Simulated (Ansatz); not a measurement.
# GaN: band gap under strain

Aim: follow the gap of GaN built on the zincblende prototype through these states: no strain; -3.0 % biaxial strain in x and y, free along z; +2.5 % strain along z alone. The table at the end shows which levels were run.

Code: Ansatz 0.2.0. PAW datasets, plane waves. Spin-unpolarised throughout; all numbers are computed.

## (1) The cell

The unstrained cell was relaxed with r2SCAN; in each strained cell the atoms were relaxed again with r2SCAN. Names of k-points are those of the unstrained zone, where strain can split equivalent points. First state: no strain.

Space group F-43m (No. 216), cubic; a = 4.498 Å in the conventional setting, 11.37 Å³ an atom. Near Ga stand 4 N at 1.95 Å; near N stand 4 Ga at 1.95 Å.

The structure in full:

```cif
data_structure
_symmetry_space_group_name_H-M 'P 1'
_symmetry_Int_Tables_number 1
_cell_length_a 3.1805
_cell_length_b 3.1805
_cell_length_c 3.1805
_cell_angle_alpha 60.000
_cell_angle_beta 60.000
_cell_angle_gamma 60.000
_cell_volume 22.75
loop_
_atom_site_label
_atom_site_type_symbol
_atom_site_fract_x
_atom_site_fract_y
_atom_site_fract_z
_atom_site_occupancy
Ga1 Ga 0.00000 0.00000 0.00000 1
N1 N 0.25000 0.25000 0.25000 1
```

## (2) No strain: PBE

Input file input.yaml:

```yaml
crystal:
  lattice:
    - [0.0, 2.2489525436, 2.2489525436]
    - [2.2489525436, 0.0, 2.2489525436]
    - [2.2489525436, 2.2489525436, 0.0]
  atoms:
    - { symbol: Ga, position: [0.0, 0.0, 0.0] }
    - { symbol: "N", position: [0.25, 0.25, 0.25] }
kpoints:
  mp_grid: { grid: [10, 10, 10] }
  band_path:
    path:
      - [0.0, 0.0, 0.0]
      - [-0.5, -0.5, 0.0]
      - [-0.375, -0.375, 0.25]
      - [-0.375, 0.0, 0.375]
      - [0.0, 0.0, 0.5]
      - [-0.5, -0.25, 0.25]
    npoints: 1
hamiltonian:
  xc: pbe
scf:
  occupations: { method: fermi_dirac, width: 0.02 }
  n_extra_bands: 4
output:
  forces: true
  stress: true
  eigenvalues: true
```

The runs that follow: No strain: r2SCAN; No strain: HSE06; No strain: G0W0@PBE; -3.0 % biaxial strain in x and y, free along z: PBE; -3.0 % biaxial strain in x and y, free along z: r2SCAN; -3.0 % biaxial strain in x and y, free along z: HSE06; -3.0 % biaxial strain in x and y, free along z: G0W0@PBE; +2.5 % strain along z alone: PBE; +2.5 % strain along z alone: r2SCAN; +2.5 % strain along z alone: HSE06; +2.5 % strain along z alone: G0W0@PBE.

**Question.** What will these runs give?

**Answer**, as computed:

Least gap in eV (negative: overlap), with the change from the unstrained cell in brackets. G0W0 is on its own coarse mesh.

```
                                         state  volume change (%)           PBE        r2SCAN         HSE06          G0W0
                                     no strain               +0.0          1.76          2.17          3.01          2.86
-3.0 % biaxial strain in x and y, free along z               -3.0  1.83 (+0.07)  2.25 (+0.08)  3.11 (+0.10)  2.99 (+0.13)
                   +2.5 % strain along z alone               +2.5  1.56 (-0.20)  1.96 (-0.21)  2.78 (-0.23)  2.60 (-0.26)
```

In words: With HSE06, of the states in the table +2.5 % strain along z alone shifts the gap most, by -0.224 eV. PBE and HSE06 differ by 1.25 eV on the unstrained gap, and by at most 0.03 eV on its change: the two disagree on the size of the gap but agree on its response to strain. No extrapolation in bands, cutoff or mesh was made for G0W0.
